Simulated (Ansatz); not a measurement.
# PbSe (Clausthalite) (Fm-3m) in Ansatz: further runs

One crystal, PbSe (Clausthalite), is run at these levels: LDA, PBE; tasks: band structure, elastic constants.

All numbers are computed with Ansatz 0.2.0; they aren't measurements. Logs are shortened: lines on timing, memory, paths and dates and some standing lists are left out, and cuts for length are marked.

**Measured values to compare with.**

A printed reference work, monograph reports, for a bulk crystal of PbSe at 4.2 K: band gap 0.15 eV (direct).

The results are compared with them further down.

### Step 1. Starting point

It takes space group Fm-3m (No. 225, cubic). The conventional cell has a = 6.121 Å, b = 6.121 Å, c = 6.121 Å, α = 90.00°, β = 90.00°, γ = 90.00°. Pb (site symmetry m-3m) is surrounded by 6 Se at 3.06 Å. Se (site symmetry m-3m) is surrounded by 6 Pb at 3.06 Å.

### Step 2. Band structure, LDA

Input file input.yaml:

```yaml
crystal:
  lattice:
    - [0.0, 3.06065, 3.06065]
    - [3.06065, 0.0, 3.06065]
    - [3.06065, 3.06065, 0.0]
  atoms:
    - { symbol: Pb, position: [0.0, 0.0, 0.0] }
    - { symbol: Se, position: [0.5, 0.5, 0.5] }
hamiltonian:
  xc: lda
  pseudopotentials: { kind: paw }
kpoints:
  mp_grid: { grid: [8, 8, 8] }
  band_path:
    path:
      - [[0.0, 0.0, 0.0], [0.5, 0.0, 0.5], [0.5, 0.25, 0.75], [0.375, 0.375, 0.75], [0.0, 0.0, 0.0], [0.5, 0.5, 0.5], [0.625, 0.25, 0.625], [0.5, 0.25, 0.75], [0.5, 0.5, 0.5], [0.375, 0.375, 0.75]]
      - [[0.625, 0.25, 0.625], [0.5, 0.0, 0.5]]
    npoints: 14
scf:
  occupations: { method: fermi_dirac, width: 0.05 }
  n_extra_bands: 6
output:
  forces: true
  stress: true
  eigenvalues: true
  fatbands: true
```

Potentials or basis: Ansatz PAW.

Run with:

```
$ ansatz run input.yaml --threads 2 --pin off --max-ram 5120MiB --backend cpu --events-out ev --progress --plain --runs-dir out
```

The log of the run:

```text
Warning: RAYON_NUM_THREADS=2 ignored (pool sized by the plan → 2); use --threads N
scf.n_extra_bands = 6 over 15 filled bands (N_el = 30.0): the run solves 21 bands
Engine: ansatz 0.2.0, aarch64-unknown-linux-gnu
Pseudopotentials: kind: paw
Pseudopotential: Pb, paw, valence charge 14, recommended cutoff 420 eV (normal), Pb.paw.azcp
Pseudopotential: Se, paw, valence charge 16, recommended cutoff 420 eV (normal), Se.paw.azcp
Functional definition: SPW92
  exchange = slater_x
  correlation = pw_c
Crystal: 2 atoms, lattice volume = 57.342 Å³
Basis set: ecut = 420 eV, 1139 PW (Γ)
Bands: 21, of which v1, the nominal top of the filled ones, is band 15 counted from 1 (14 counted from 0)
Symmetry: 48 space group operations
Space group: Fm-3m (ITA 225), of the structure as read, at distance tolerance 3.9e-5 Å
k-points: 29 of 512
Non-local potential: Pb, projectors of the file, l = 0: 2, l = 1: 2, l = 2: 2, l = 3: 2
Non-local potential: Se, projectors of the file, l = 0: 2, l = 1: 2, l = 2: 3, l = 3: 1
PAW form: soft (Blöchl's): semilocal exchange-correlation on the pseudo side does not see the compensation charge
PAW frozen core: Pb, regenerated for the run's functional, and the local potential with it (the file was generated under x = pbe(κ = 0.804, μ = 0.2195149727645171), c = pbe(β = 0.06672455060314922))
PAW frozen core: Se, regenerated for the run's functional, and the local potential with it (the file was generated under x = pbe(κ = 0.804, μ = 0.2195149727645171), c = pbe(β = 0.06672455060314922))
PAW one-centre angular grid: Pb, 590 points (default); XC on 64 Gauss nodes
PAW one-centre angular grid: Se, 590 points (default); XC on 64 Gauss nodes
Initial density: superposition of atomic densities (neutral atoms: chi_scale 0, normalization atom), corrected by the library's trained network
Initial wavefunctions: pseudopotential atomic-orbital guess
Functional: x = slater, c = lda
SCF iter   1: F=—  HF=-16986.646325 eV  |F-HF|=—  |Δ(HF+E_count)|=         —  Δρ=4.17e-3  dr2=7.32e-3  ethr=1.77e-3  ⟨swp⟩=6.4  Hψ=3021  notcnv=0  defer=3
preconditioner: auto → none  [insulator: Δε(μ)=0.160 eV  Ē_g=17.008 eV  σ=0.050 eV  W_gap=0.66  n_scr=14 (ndim 8)  ℏωp=21.9 eV  f_vac=0.019  D(μ)=0.09/eV (n_scr^D=0)  ε∞_Penn≈2.7]
SCF iter   2: F=—  HF=-16986.642978 eV  |F-HF|=—  |Δ(HF+E_count)|=   3.35e-3  Δρ=2.01e-3  dr2=1.17e-3  ethr=2.44e-5  ⟨swp⟩=2.5  Hψ=1111  notcnv=0  defer=43
SCF iter   3: F=—  HF=-16986.642767 eV  |F-HF|=—  |Δ(HF+E_count)|=   2.11e-4  Δρ=5.95e-4  dr2=4.38e-4  ethr=3.90e-6  ⟨swp⟩=2.0  Hψ=854  notcnv=0  defer=43
SCF iter   4: F=—  HF=-16986.642626 eV  |F-HF|=—  |Δ(HF+E_count)|=   1.42e-4  Δρ=1.85e-4  dr2=9.60e-6  ethr=1.46e-6  ⟨swp⟩=2.9  Hψ=956  notcnv=0  defer=43
SCF iter   5: F=—  HF=-16986.642625 eV  |F-HF|=—  |Δ(HF+E_count)|=   6.46e-7  Δρ=4.60e-5  dr2=1.40e-6  ethr=3.20e-8  ⟨swp⟩=2.0  Hψ=1000  notcnv=0  defer=43
SCF iter   6: F=—  HF=-16986.642624 eV  |F-HF|=—  |Δ(HF+E_count)|=   1.03e-6  Δρ=1.19e-5  dr2=1.15e-7  ethr=4.68e-9  ⟨swp⟩=2.0  Hψ=991  notcnv=0  defer=43
SCF iter   7: F=-16986.642624 eV  HF=-16986.642624 eV  |F-HF|=4.18e-8  |Δ(HF+E_count)|=   4.48e-8  Δρ=7.00e-6  dr2=3.40e-8  ethr=3.33e-10  ⟨swp⟩=8.6  Hψ=2930  notcnv=0
SCF 1 converged in 7 iterations: F = -16986.642624 eV  dr2 = 3.40e-8
NSCF: frozen V_eff on 142 k-points
SCF converged after 7 iterations
Free energy (F): -16986.642624 eV
Harris-Foulkes:  -16986.642624 eV  (|F-HF|=4.18e-8)
Internal energy: -16986.641995 eV  (E = F + TS)
E sigma→0 (E₀):  -16986.642309 eV
Entropy (-TS):   -0.000629 eV (-0.314 meV/atom)
Fermi energy:    8.751840 eV
--- Per-component energies (eV) ---
  E_band       = -436.621598
  E_kinetic    = 406.931392
  E_local      = -3539.943125  (includes V_loc(G=0)·N_el)
  E_nonlocal   = -235.215581
  E_hartree    = 1641.916593
  E_xc         = -323.292366
  E_vxc        = -232.596315  (∫ρ·V_xc dr)
  E_paw        = -11927.470784  (= ΣΔE_a)
  E_vpaw       = -119.620348  (= ΣTr[D̂ρ^β])
  E_aug_tail   = -0.000515  (compensation charges beyond the density's cutoff)
  E_ewald      = -3011.707258
  E_core_change = 2.139649  (= ΣΔE_core)
  E_smearing   = -0.000629  (= −TS)
  E_closure    = 0.000000  (closes the sum)
  Σ components = -16986.642624   (vs F -16986.642624, Δ=0.00e0)
--- Forces (eV/Å), atoms counted from 1 ---
  atom   1  Pb    -0.00000000     0.00000000     0.00000000
  atom   2  Se    -0.00000000     0.00000000     0.00000000
  max |Σ_I F_I| component: 1.48e-30 eV/Å
--- Stress (GPa, compression-positive) ---
       -2.130399       0.000000       0.000000
        0.000000      -2.130399       0.000000
       -0.000000       0.000000      -2.130399
  P = ⅓ Tr σ = -2.1304 GPa (-21.304 kbar)
--- Band table (eV; the first three rows and the last of 29) ---
  k-point 0: bands = ["-38.7271", "-38.7271", "-38.7245", "-38.7245", "-38.7245", "-8.0554", "-8.0554", "-8.0532", "-8.0532", "-8.0532", "-4.9558", "2.2393", "6.8214", "6.8214", "6.8214", "13.2792", "13.2792", "13.2792", "15.1866", "15.1866", "15.1866"]
  k-point 1: bands = ["-38.7270", "-38.7270", "-38.7245", "-38.7245", "-38.7245", "-8.0588", "-8.0588", "-8.0526", "-8.0486", "-8.0486", "-4.8373", "1.8593", "6.8635", "6.8635", "7.0815", "12.2230", "12.6217", "12.6217", "14.9587", "15.5283", "15.5283"]
  k-point 2: bands = ["-38.7270", "-38.7270", "-38.7245", "-38.7245", "-38.7245", "-8.0676", "-8.0676", "-8.0515", "-8.0367", "-8.0367", "-4.5118", "1.0102", "6.9870", "6.9870", "7.6093", "10.7393", "11.5110", "11.5110", "15.1296", "16.3958", "16.3958"]
  k-point 28: bands = ["-38.7271", "-38.7270", "-38.7245", "-38.7245", "-38.7244", "-8.1510", "-8.0559", "-8.0406", "-8.0406", "-8.0071", "-3.4847", "0.5644", "4.4379", "4.4379", "7.9025", "10.4605", "13.5556", "13.5556", "16.3321", "16.3321", "20.4781"]
```

fatbands.tsv:

```text
# ik	k_distance	band	e_minus_ef	pb0_l0_6S	pb0_l1_6P	pb0_l2_5D	se1_l0_4S	se1_l1_4P	se1_l2_3D
# fermi_ev = 8.751840
# lock_threshold_ev = 1e-12
# [0, 0, 0] at k_distance = 0.000000
# [0.5, 0, 0.5] at k_distance = 1.026446
# [0.5, 0.25, 0.75] at k_distance = 1.539669
# [0.375, 0.375, 0.75] at k_distance = 1.902573
# [0, 0, 0] at k_distance = 2.991284
# [0.5, 0.5, 0.5] at k_distance = 3.880212
# [0.625, 0.25, 0.625] at k_distance = 4.508779
# [0.5, 0.25, 0.75] at k_distance = 4.871683
# [0.5, 0.5, 0.5] at k_distance = 5.597490
# [0.375, 0.375, 0.75] at k_distance = 6.226057
# [0.625, 0.25, 0.625] at k_distance = 6.226057
# [0.5, 0, 0.5] at k_distance = 6.588961
# jumps = 127
# n_points = 142
0	0.000000	0	-47.478892	0.000000	0.000000	0.000012	0.000000	0.000000	0.999982
0	0.000000	1	-47.478892	0.000000	0.000000	0.000012	0.000000	0.000000	0.999982
0	0.000000	2	-47.476390	0.000000	0.000000	0.000002	0.000000	0.000000	0.999993
0	0.000000	3	-47.476390	0.000000	0.000000	0.000002	0.000000	0.000000	0.999993
0	0.000000	4	-47.476390	0.000000	0.000000	0.000002	0.000000	0.000000	0.999993
0	0.000000	5	-16.807241	0.000000	0.000000	0.999757	0.000000	0.000000	0.000011
[... 2518 lines left out ...]
120	5.956671	4	-47.476311	0.000000	0.000021	0.000000	0.000000	0.000000	0.999974
120	5.956671	5	-16.866789	0.000016	0.001903	0.980684	0.012357	0.004962	0.000001
120	5.956671	6	-16.817842	0.000000	0.000042	0.9931
```

Wall time 3.7 s (2 threads of Arm Neoverse V1, shared host); peak memory 0.34 GiB.

What came out:

* Free energy: -16986.6426 eV
* Pressure: -2.1 GPa
* Band gap on the k mesh: 0.18 eV, direct
* Band gap along the path: 0.18 eV, direct

Levels at the corners of the path, in eV from the valence-band top:
```csv
point,band 11,band 12,band 13,band 14,band 15,band 16,band 17,band 18,band 19,band 20
Γ,-13.62,-6.42,-1.84,-1.84,-1.84,4.62,4.62,4.62,6.53,6.53
X,-12.17,-7.48,-4.98,-3.21,-3.21,3.66,5.52,5.52,5.96,11.42
W,-12.14,-8.10,-4.22,-4.22,-0.76,1.80,4.90,4.90,7.67,7.67
K,-12.19,-8.12,-4.57,-2.70,-2.40,3.33,3.96,5.37,5.78,10.12
Γ,-13.62,-6.42,-1.84,-1.84,-1.84,4.62,4.62,4.62,6.53,6.53
L,-12.55,-8.87,-1.41,-1.41,0.00,0.18,1.63,1.63,8.45,10.13
U,-12.19,-8.12,-4.57,-2.70,-2.40,3.33,3.96,5.37,5.78,10.12
W,-12.14,-8.10,-4.22,-4.22,-0.76,1.80,4.90,4.90,7.67,7.67
L,-12.55,-8.87,-1.41,-1.41,0.00,0.18,1.63,1.63,8.45,10.13
K,-12.19,-8.12,-4.57,-2.70,-2.40,3.33,3.96,5.37,5.78,10.12
U,-12.19,-8.12,-4.57,-2.70,-2.40,3.33,3.96,5.37,5.78,10.12
X,-12.17,-7.48,-4.98,-3.21,-3.21,3.66,5.52,5.52,5.96,11.42
```

Caveat: spin-orbit coupling is left out, which as a rule narrows the gap of such compounds by several tenths of an eV; the PAW data sets come from PBE, with cores solved anew for the run's functional, which leaves a small shift of forces and pressure.

### Step 3. Elastic constants, PBE

Input file input.yaml:

```yaml
crystal:
  lattice:
    - [0.0, 3.06065, 3.06065]
    - [3.06065, 0.0, 3.06065]
    - [3.06065, 3.06065, 0.0]
  atoms:
    - { symbol: Pb, position: [0.0, 0.0, 0.0] }
    - { symbol: Se, position: [0.5, 0.5, 0.5] }
hamiltonian:
  xc: pbe
  pseudopotentials: { kind: paw }
kpoints:
  mp_grid: { grid: [6, 6, 6] }
scf:
  occupations: { method: fermi_dirac, width: 0.05 }
output:
  forces: true
  stress: true
elastic:
  mode: clamped_ion
  stencil: two_point
```

Potentials or basis: Ansatz PAW.

Run with:

```
$ ansatz run input.yaml --threads 2 --pin off --max-ram 5120MiB --backend cpu --events-out ev --progress --plain --runs-dir out
```

Run time: 6.2 s. Hardware: 2 threads of Arm Neoverse V1, shared host; peak memory 0.38 GiB.

It converged, with:

```
Free energy                                 : -17376.6062 eV
Pressure                                    : 2.4 GPa
Band gap on the k mesh                      : 0.29 eV, direct
Clamped-ion elastic constants C11, C12, C44 : 143, 13, 16 GPa
Voigt bulk modulus                          : 56 GPa
```

Levels at points of the mesh, in eV from the valence-band top:
```csv
k point,band 11,band 12,band 13,band 14,band 15,band 16,band 17,band 18,band 19
"(0.00, 0.00, 0.00)",-13.60,-6.30,-1.89,-1.89,-1.89,4.71,4.71,4.71,6.52
"(0.00, 0.00, -0.50)",-12.54,-8.80,-1.48,-1.48,0.00,0.29,1.70,1.70,8.54
"(0.00, -0.50, -0.50)",-12.17,-7.37,-4.99,-3.24,-3.24,3.69,5.61,5.61,6.04
```

Elastic tensor in Voigt notation (GPa, ions clamped, in the Cartesian axes of the cell as first typed):
```
143  13  13   0   0   0
 13 143  13   0   0   0
 13  13 143   0   0   0
  0   0   0  16   0   0
  0   0   0   0  16   0
  0   0   0   0   0  16
```

Caveat: spin-orbit coupling is left out, which as a rule narrows the gap of such compounds by several tenths of an eV.

### Step 4. Against experiment

Step 2. A measured gap of PbSe is 0.15 eV (direct; 4.2 K; a printed reference work, monograph); the calculated 0.18 eV misses it by +0.03 eV. 2 values of this kind are on record (0.15 to 0.28 eV); this one was drawn at random. Spin-orbit coupling on Pb, Se is left out. The value is that of LDA, without temperature or zero-point motion.

Step 3. Measured gap of PbSe: 0.15 eV (direct; 4.2 K; a printed reference work, monograph). This calculation gives 0.29 eV (+0.14 eV). 2 values of this kind are on record (0.15 to 0.28 eV); this one was drawn at random. Spin-orbit coupling on Pb, Se is left out. The value is that of PBE on a finite k mesh, which can miss the band edges, without temperature or zero-point motion.
